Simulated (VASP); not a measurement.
# SnSe2 (P-3m1) in VASP: notebook

One crystal, SnSe2, is run at these levels: PBE; tasks: atomic charges, electron localisation function, single point.

Program: VASP 6.6.1. These are calculated values, not measurements. Logs are shortened: lines on timing, memory, paths and dates and some standing lists are left out, and cuts for length are marked.

**1. The structure**

Symmetry: P-3m1, No. 164, trigonal system. Conventional cell: a = 3.811 Å, b = 3.811 Å, c = 6.136 Å, α = 90.00°, β = 90.00°, γ = 120.00°. Around Sn (site symmetry -3m) lie 6 Se at 2.68 Å. Se (site symmetry 3m) is surrounded by 3 Sn at 2.68 Å.

**2. Atomic charges, PBE**

The input, INCAR:

```
SYSTEM = SnSe2
PREC = Accurate ; ENCUT = 520
EDIFF = 1E-7 ; ISMEAR = 0
SIGMA = 0.02 ; LREAL = .False.
LASPH = .True. ; NELM = 80
ALGO = Fast ; ISIF = 2
LWAVE = .False. ; LCHARG = .False.
GGA = PE ; LORBIT = 10
```

The input, KPOINTS:

```
Automatic mesh
0
Gamma
  8 8 5
  0 0 0
```

The input, POSCAR:

```
SnSe2
1.0
    3.8110000000      0.0000000000      0.0000000000
   -1.9055000000      3.3004228138      0.0000000000
    0.0000000000      0.0000000000      6.1360000000
Sn Se
1 2
Direct
    0.0000000000      0.0000000000      0.0000000000
    0.6666666667      0.3333333333      0.7510000000
    0.3333333333      0.6666666667      0.2490000000
```

Potentials or basis: VASP PAW PBE potentials, release 64 (Sn_d, Se).

Command:

```
> cat potpaw_PBE.64/Sn_d/POTCAR potpaw_PBE.64/Se/POTCAR > POTCAR
> mpirun -np 1 vasp_std > vasp.out
```

OUTCAR:

```text
SYSTEM = SnSe2
   PREC = Accurate
   ENCUT = 520
   EDIFF = 1E-7
   ISMEAR = 0
   LREAL = .False.
   LASPH = .True.
   NELM = 80
   ISIF = 2
   GGA = PE
   LORBIT = 10

 ion  position               nearest neighbor table
   1  0.000  0.000  0.000-   2 2.68   3 2.68   3 2.68   2 2.68   2 2.68   3 2.68
   2  0.667  0.333  0.751-   1 2.68   1 2.68   1 2.68
   3  0.333  0.667  0.249-   1 2.68   1 2.68   1 2.68

  LATTYP: Found a hexagonal cell.
 ALAT       =     3.8110000000
 C/A-ratio  =     1.6100760955

  Lattice vectors:

 A1 = (   3.8110000000,   0.0000000000,   0.0000000000)
 A2 = (  -1.9055000000,   3.3004228138,   0.0000000000)
 A3 = (   0.0000000000,   0.0000000000,   6.1360000000)

Analysis of symmetry for initial positions (statically):
=====================================================================
 Subroutine PRICEL returns:
 Original cell was already a primitive cell.

 Routine SETGRP: Setting up the symmetry group for a
 hexagonal supercell.

 Subroutine GETGRP returns: Found 12 space group operations
 (whereof 12 operations were pure point group operations)
 out of a pool of 24 trial point group operations.

The static configuration has the point symmetry D_3d.

Analysis of symmetry for dynamics (positions and initial velocities):
=====================================================================
 Subroutine PRICEL returns:
 Original cell was already a primitive cell.

 Routine SETGRP: Setting up the symmetry group for a
 hexagonal supercell.

 Subroutine GETGRP returns: Found 12 space group operations
 (whereof 12 operations were pure point group operations)
 out of a pool of 24 trial point group operations.

The dynamic configuration has the point symmetry D_3d.

 Subroutine INISYM returns: Found 12 space group operations
 (whereof 12 operations are pure point group operations),
 and found     1 'primitive' translations

----------------------------------------------------------------------------------------

                                     Primitive cell

  volume of cell :      77.1781

  direct lattice vectors                    reciprocal lattice vectors
     3.811000000  0.000000000  0.000000000     0.262398321  0.151495741  0.000000000
    -1.905500000  3.300422814  0.000000000     0.000000000  0.302991482  0.000000000
     0.000000000  0.000000000  6.136000000     0.000000000  0.000000000  0.162972621

  length of vectors
     3.811000000  3.811000000  6.136000000     0.302991482  0.302991482  0.162972621

  position of ions in fractional coordinates (direct lattice)
[... 93 lines left out ...]
   NUPDOWN=      -1.0000    fix difference up-down
   EMIN   =  10.00;   EMAX   =-10.00  energy-range for DOS
   EFERMI =   0.00;   METHOD = LEGACY
   ISMEAR =     0;   SIGMA  =   0.02  broadening in eV -4-tet -1-fermi 0-gaus
   EFERMI_NEDOS =   21; number of points for ismear=-14 and -15
   IALGO  =     68    algorithm
   IMIX   =      4    mixing-type and parameters
     AMIX     =   0.40;   BMIX     =  1.00
     AMIX_MAG =   1.60;   BMIX_MAG =  1.00
  volume/ion in A,a.u.               =      25.73       173.61
  Fermi-wavevector in a.u.,A,eV,Ry     =   1.139116  2.152617 17.654722  1.297585
  Thomas-Fermi vector in A             =   2.275820
   LORBIT       =     10    0 simple, 1 ext, 2 COOP (PROOUT), +10 PAW based schemes
   GGA     = PE    functional components
   LHFCALC =     F    Hartree Fock is set to
   AEXX    =    0.0000 exact exchange contribution
   IVDW    =     0    specifies the selected vdW correction
   LEPSILON=     F    determine dielectric tensor
   LRPA    =     F    only Hartree local field effects (RPA)
 non-spin polarized calculation
 RMM-DIIS sequential band-by-band and
 Gauss-broadening in eV      SIGMA  =   0.02
  energy-cutoff  :      520.00
  volume of cell :       77.18
 maximum number of plane-waves:      2095
   NGX = 15   NGY = 15   NGZ = 23

 number of electron      26.0000006 magnetization

 Free energy of the ion-electron system (eV)
  ---------------------------------------------------
  ext. energy  EPLUGINS =         0.00000000
  ---------------------------------------------------
  free energy    TOTEN  =       -11.74640022 eV

  energy without entropy =      -11.74640022  energy(sigma->0) =      -11.74640022

 E-fermi :   4.3175     XC(G=0):  -9.4542

 val. band max:        4.1749413608   @ k =   0.1250   0.0000   0.0000
 cond. band min:       4.9805494544   @ k =   0.5000   0.0000   0.4000
 fundamental gap:      0.8056080937
 Fermi energy:         4.3175499275

 k-point     1 :       0.0000    0.0000    0.0000
  band No.  band energies     occupation
      1     -17.0962      2.00000
      2     -17.0962      2.00000
      3     -17.0572      2.00000
      4     -17.0421      2.00000
      5     -17.0421      2.00000
      6      -9.8288      2.00000
[... 457 lines left out ...]
      4     -17.0371      2.00000
      5     -17.0187      2.00000
      6      -8.2304      2.00000
[... 9 lines left out ...]
     16      10.2060      0.00000
     17      11.0801      0.00000

 [... further k-points ...]

------------------------ aborting loop because EDIFF is reached ----------------------------------------

  FORCE on cell =-STRESS in cart. coord.  units (eV):
  Direction    XX          YY          ZZ          XY          YZ          ZX
  --------------------------------------------------------------------------------------
  -------------------------------------------------------------------------------------
  Total        2.4684469      2.4684469      3.1900508     -0.0000000      0.0000000     -0.0000000
  in kB       51.2437007     51.2437007     66.2238312     -0.0000000      0.0000000     -0.0000000
  external PRESSURE =      56.2370775 kB  Pullay stress =       0.0000000 kB

 VOLUME and BASIS-vectors are now :
 -----------------------------------------------------------------------------
  energy-cutoff  :      520.00
  volume of cell :       77.18
      direct lattice vectors                 reciprocal lattice vectors
     3.811000000  0.000000000  0.000000000     0.262398321  0.151495741  0.000000000
    -1.905500000  3.300422814  0.000000000     0.000000000  0.302991482  0.000000000
     0.000000000  0.000000000  6.136000000     0.000000000  0.000000000  0.162972621

 POSITION                                       TOTAL-FORCE (eV/Angst)
 -----------------------------------------------------------------------------------
      0.00000      0.00000      0.00000        -0.000000      0.000000      0.000000
      1.90550      1.10014      4.60814         0.000000      0.000000     -0.803901
     -0.00000      2.20028      1.52786        -0.000000     -0.000000      0.803901
 -----------------------------------------------------------------------------------
    total drift:                                0.000000      0.000000      0.000000

  FREE ENERGIE OF THE ION-ELECTRON SYSTEM (eV)
  ---------------------------------------------------
  free  energy   TOTEN  =       -11.7464002224 eV

  energy  without entropy=      -11.7464002224  energy(sigma->0) =      -11.74640022

 total charge

# of ion       s       p       d       tot
------------------------------------------
    1        1.052   1.062  10.117  12.231
    2        1.483   2.335   0.030   3.848
    3        1.483   2.335   0.030   3.848
--------------------------------------------------
tot          4.019   5.732  10.176  19.927
```

Wall time 64 s (1 thread of Intel Xeon Platinum 8375C at 2.90GHz (Ice Lake), shared host); peak memory 0.21 GiB.

Results:

| Property | Result |
| --- | --- |
| Free energy | -11.7464 eV |
| Pressure | 5.6 GPa |
| Largest force | 0.804 eV/Å |
| Band gap on the k mesh | 0.81 eV, indirect (least direct gap 1.09 eV) |
| Valence electrons inside the program's atomic spheres | Sn 12.23; Se 3.85 |

Forces on the atoms (eV/Å):
```
Sn   0.000  0.000  0.000
Se   0.000  0.000 -0.804
Se   0.000  0.000  0.804
```

Caveat: spin-orbit coupling is left out, which moves the levels of the heavy elements; an odd mesh through Γ misses points on the zone boundary, where band edges often lie; this functional lacks dispersion, which binds the layers, so the pressure and a relaxed spacing across them are unreliable.

**3. Electron localisation function, PBE**

The input, INCAR:

```
SYSTEM = SnSe2
PREC     = Accurate       ! precision mode
ENCUT    = 520            ! plane-wave cutoff, eV
EDIFF    = 1E-6           ! SCF threshold, eV
ISMEAR   = 0              ! smearing method
SIGMA    = 0.02           ! smearing width, eV
LREAL    = .False.        ! projectors in reciprocal space
LASPH    = .True.         ! aspherical terms in the spheres
NELM     = 80             ! most SCF steps
ALGO     = Fast           ! electronic algorithm
ISIF     = 2              ! what is computed and relaxed
LWAVE    = .False.        ! write WAVECAR
LCHARG   = .True.         ! write CHGCAR
GGA      = PE             ! functional
LELF     = .True.         ! ELF
```

The input, KPOINTS:

```
regular mesh
0
Gamma
  8 8 5
  0 0 0
```

POSCAR is that of step 2.

Potentials or basis: VASP PAW PBE potentials, release 64 (Sn_d, Se).

Command:

```
> cat potpaw_PBE.64/Sn_d/POTCAR potpaw_PBE.64/Se/POTCAR > POTCAR
> mpirun -np 1 vasp_std > vasp.out
```

Run time: 61 s. Hardware: 1 thread of Intel Xeon Platinum 8375C at 2.90GHz (Ice Lake), shared host; peak memory 0.22 GiB.

Results (log left out):

- Free energy: -11.7464 eV
- Pressure: 5.6 GPa
- Largest force: 0.804 eV/Å
- Band gap on the k mesh: 0.81 eV, indirect (least direct gap 1.09 eV)

Forces in eV/Å, atoms in the order of the input:
```
Sn   0.000  0.000  0.000
Se   0.000  0.000 -0.804
Se   0.000  0.000  0.804
```

Stress tensor (GPa, compression positive):
```
5.12 0.00 0.00
0.00 5.12 0.00
0.00 0.00 6.62
```

Levels at points of the mesh, in eV from the valence-band top:
| k point | band 9 | band 10 | band 11 | band 12 | band 13 | band 14 | band 15 | band 16 | band 17 |
| --- | --- | --- | --- | --- | --- | --- | --- | --- | --- |
| (0.00, 0.00, 0.00) | -0.70 | -0.70 | -0.40 | -0.40 | -0.01 | 1.09 | 2.94 | 4.64 | 4.64 |
| (0.50, 0.00, 0.00) | -4.48 | -2.91 | -2.69 | -1.20 | -0.31 | 1.15 | 3.79 | 5.45 | 5.49 |

Caveat: spin-orbit coupling is left out, which moves the levels of the heavy elements; an odd mesh through Γ misses points on the zone boundary, where band edges often lie; this functional lacks dispersion, which binds the layers, so the pressure and a relaxed spacing across them are unreliable.

**4. Single point, PBE, spin-orbit coupling, no magnetisation**

The input, INCAR:

```
ALGO = Normal ; EDIFF = 1E-7
ENCUT = 520 ; GGA = PE
GGA_COMPAT = False ; ISIF = 2
ISMEAR = 0 ; LASPH = True
LCHARG = False ; LNONCOLLINEAR = True
LORBIT = 11 ; LREAL = False
LSORBIT = True ; LWAVE = False
MAGMOM = 0 0 0 0 0 0 0 0 0 ; NBANDS = 42
NELM = 100 ; PREC = Accurate
SIGMA = 0.02
```

The input, KPOINTS:

```
k-points
0
Gamma
  10 10 6
```

POSCAR is that of step 3.

Command:

```
> cat potpaw_PBE.64/Sn_d/POTCAR potpaw_PBE.64/Se/POTCAR > POTCAR
> mpirun -np 1 vasp_ncl > vasp.out
```

It took 10 min on 1 thread of Intel Xeon Platinum 8375C at 2.90GHz (Ice Lake), shared host; peak memory 0.54 GiB.

These settings aren't checked as converged: the numbers below hold their error.

Results:

```
Free energy                                           : -11.8375 eV
Pressure                                              : 5.7 GPa
Largest force                                         : 0.810 eV/Å
Valence electrons inside the program's atomic spheres : Sn 12.23; Se 3.85
```

Caveat: this functional lacks dispersion, which binds the layers, so the pressure and a relaxed spacing across them are unreliable.

**5. Single point, PBE, spin-orbit coupling, no magnetisation**

INCAR, as its differences from that of step 4:

```diff
@@ -1,3 +1,3 @@
 ALGO = Normal ; EDIFF = 1E-7
-ENCUT = 520 ; GGA = PE
+ENCUT = 750 ; GGA = PE
 GGA_COMPAT = False ; ISIF = 2
```

The input, KPOINTS:

```
k-points
0
Gamma
  8 8 5
```

POSCAR is that of step 4.

Potentials or basis: VASP PAW PBE potentials, release 64 (Sn_d, Se).

Command:

```
> cat potpaw_PBE.64/Sn_d/POTCAR potpaw_PBE.64/Se/POTCAR > POTCAR
> mpirun -np 1 vasp_ncl > vasp.out
```

OUTCAR:

```text
EDIFF = 1E-7
   ENCUT = 750
   GGA = PE
   ISIF = 2
   ISMEAR = 0
   LASPH = True
   LNONCOLLINEAR = True
   LORBIT = 11
   LREAL = False
   LSORBIT = True
   NELM = 100
   PREC = Accurate

 Found     40 irreducible k-points:

 Following reciprocal coordinates:
            Coordinates               Weight
  0.000000  0.000000  0.000000      1.000000
  0.125000  0.000000  0.000000      6.000000
  0.250000  0.000000  0.000000      6.000000
  0.375000  0.000000  0.000000      6.000000
  0.500000  0.000000  0.000000      3.000000
  0.125000  0.125000  0.000000      6.000000
   k-points           NKPTS =     40   k-points in BZ     NKDIM =     40   number of bands    NBANDS=     42
   number of dos      NEDOS =    301   number of ions     NIONS =      3
   total plane-waves  NPLWV =  72576
   dimension x,y,z NGX =    36 NGY =   36 NGZ =   56
   dimension x,y,z NGXF=    72 NGYF=   72 NGZF=  112
   ions per type =               1   2
   NGX,Y,Z   is equivalent  to a cutoff of  15.70, 15.70, 15.17 a.u.
   NGXF,Y,Z  is equivalent  to a cutoff of  31.41, 31.41, 30.34 a.u.
 SYSTEM =  unknown system
   PREC   = accura    normal or accurate (medium, high low for compatibility)
   ISTART =      0    job   : 0-new  1-cont  2-samecut
   ICHARG =      2    charge: 1-file 2-atom 10-const
   ISPIN  =      1    spin polarized calculation?
[... 364 lines left out ...]
     0.0000000     0.0000000     0.0000000     0.0000000     0.0000000     0.0000000     0.0000000
     0.0000000     0.0000000     0.0000000     0.0000000     0.0000000     0.0000000     0.0000000
     0.0000000     0.0000000     0.0000000     0.0000000     0.0000000     0.0000000     0.0000000
     0.0000000     0.0000000     0.0000000     0.0000000     0.0000000     0.0000000     0.0000000
[... 29 lines left out ...]
 l=   2
     0.0000000    -0.0000002     0.0000000    -0.0000002    -0.0000027
    -0.0000002     0.0000000     0.0000019     0.0000039    -0.0000002
     0.0000000     0.0000019     0.0000000     0.0000019     0.0000000
    -0.0000002     0.0000039     0.0000019     0.0000000    -0.0000002
    -0.0000027    -0.0000002     0.0000000    -0.0000002     0.0000000
 l=   3
     0.0000000     0.0000000     0.0000000     0.0000000     0.0000000     0.0000000     0.0000000
     0.0000000     0.0000000     0.0000000     0.0000000     0.0000000     0.0000000     0.0000000
     0.0000000     0.0000000     0.0000000     0.0000000     0.0000000     0.0000000     0.0000000
     0.0000000     0.0000000     0.0000000     0.0000000     0.0000000     0.0000000     0.0000000
     0.0000000     0.0000000     0.0000000     0.0000000     0.0000000     0.0000000     0.0000000
     0.0000000     0.0000000     0.0000000     0.0000000     0.0000000     0.0000000     0.0000000
     0.0000000     0.0000000     0.0000000     0.0000000     0.0000000     0.0000000     0.0000000

 total charge

# of ion       s       p       d       tot
------------------------------------------
    1        1.053   1.063  10.117  12.233
    2        1.484   2.335   0.030   3.848
    3        1.484   2.335   0.030   3.848
--------------------------------------------------
tot          4.020   5.732  10.176  19.929

 magnetization (x)

# of ion       s       p       d       tot
------------------------------------------
    1        0.000   0.000   0.000   0.000
    2       -0.000   0.000   0.000   0.000
    3       -0.000   0.000   0.000   0.000
--------------------------------------------------
tot         -0.000   0.000   0.000   0.000

 magnetization (y)

# of ion       s       p       d       tot
------------------------------------------
    1        0.000  -0.000   0.000   0.000
    2        0.000   0.000  -0.000   0.000
    3        0.000  -0.000  -0.000  -0.000
--------------------------------------------------
tot          0.000  -0.000  -0.000  -0.000

 magnetization (z)

# of ion       s       p       d       tot
------------------------------------------
    1        0.000   0.000   0.000   0.000
    2        0.000   0.000   0.000   0.000
    3        0.000   0.000   0.000   0.000
--------------------------------------------------
tot          0.000   0.000   0.000   0.000
```

It took 9.6 min on 1 thread of Intel Xeon Platinum 8375C at 2.90GHz (Ice Lake), shared host; peak memory 0.71 GiB.

These settings aren't checked as converged: the numbers below hold their error.

What came out:

- Free energy: -11.8364 eV
- Pressure: 5.7 GPa
- Largest force: 0.808 eV/Å
- Valence electrons inside the program's atomic spheres: Sn 12.23; Se 3.85

Caveat: this functional lacks dispersion, which binds the layers, so the pressure and a relaxed spacing across them are unreliable.

**6. Single point, PBE, spin-orbit coupling, no magnetisation**

INCAR, as its differences from that of step 5:

```diff
@@ -1,3 +1,3 @@
 ALGO = Normal ; EDIFF = 1E-7
-ENCUT = 750 ; GGA = PE
+ENCUT = 280 ; GGA = PE
 GGA_COMPAT = False ; ISIF = 2
```

The input, KPOINTS:

```
k-points
0
Gamma
  4 4 2
```

POSCAR is that of step 5.

Potentials or basis: VASP PAW PBE potentials, release 64 (Sn_d, Se).

Command:

```
> cat potpaw_PBE.64/Sn_d/POTCAR potpaw_PBE.64/Se/POTCAR > POTCAR
> mpirun -np 1 vasp_ncl > vasp.out
```

It took 31 s on 1 thread of Intel Xeon Platinum 8375C at 2.90GHz (Ice Lake), shared host; peak memory 0.23 GiB.

The run converged, but some of its settings lie outside the range that counts as converged, so its numbers aren't taken as properties of the crystal.

Results:

| Property | Result |
| --- | --- |
| Free energy | -11.7410 eV |
| Pressure | 5.9 GPa |
| Largest force | 0.768 eV/Å |
| Valence electrons inside the program's atomic spheres | Sn 12.22; Se 3.85 |

Caveat: the k mesh is coarse (spacing up to 0.51 Å⁻¹), so the values aren't converged; the cutoff is under 1.25 times the usual one of these potentials, so pressure, stress and relaxed cells hold a basis-set (Pulay) error; this functional lacks dispersion, which binds the layers, so the pressure and a relaxed spacing across them are unreliable.

**7. For comparison**

An earlier run on the cell as given: functional PBEsol; potentials or basis VASP PAW PBE potentials, release 64 (Sn_d, Se); cutoff 520 eV; k mesh 8 × 8 × 5; occupations fermi-dirac, width 0.05 eV; no spin polarisation.

- Pressure: 2.6 GPa
- Largest force: 0.622 eV/Å
- Band gap on the k mesh: 0.73 eV, indirect (least direct gap 1.00 eV)

**8. Overview**

| task | level | smearing | ladder | gap on the mesh (eV) | pressure (GPa) | largest force (eV/Å) |
| --- | --- | --- | --- | --- | --- | --- |
| atomic charges | PBE | gaussian 0.02 eV | - | 0.81 | 5.6 | 0.80 |
| electron localisation function | PBE | gaussian 0.02 eV | - | 0.81 | 5.6 | 0.80 |
| single point | PBEsol | fermi-dirac 0.05 eV | free | 0.73 | 2.6 | 0.62 |

Alike in all rows: potentials or basis VASP PAW PBE potentials, release 64 (Sn_d, Se); no spin polarisation; cell as given; k mesh 8 × 8 × 5; cutoff (eV) 520.

On the cell as given the gap runs from 0.73 eV (PBEsol) to 0.81 eV (PBE). The pressure there spans 2.6 GPa (PBEsol) to 5.6 GPa (PBE); a positive pressure means that this level wants a larger cell, a negative one a smaller.

Caveats: spin-orbit coupling is left out, which moves the levels of the heavy elements; an odd mesh through Γ misses points on the zone boundary, where band edges often lie; this functional lacks dispersion, which binds the layers, so the pressure and a relaxed spacing across them are unreliable; the PAW data sets were made with another functional, which shifts forces and pressure a little (some runs).

Absolute energies hang on the potentials; compare differences alone.
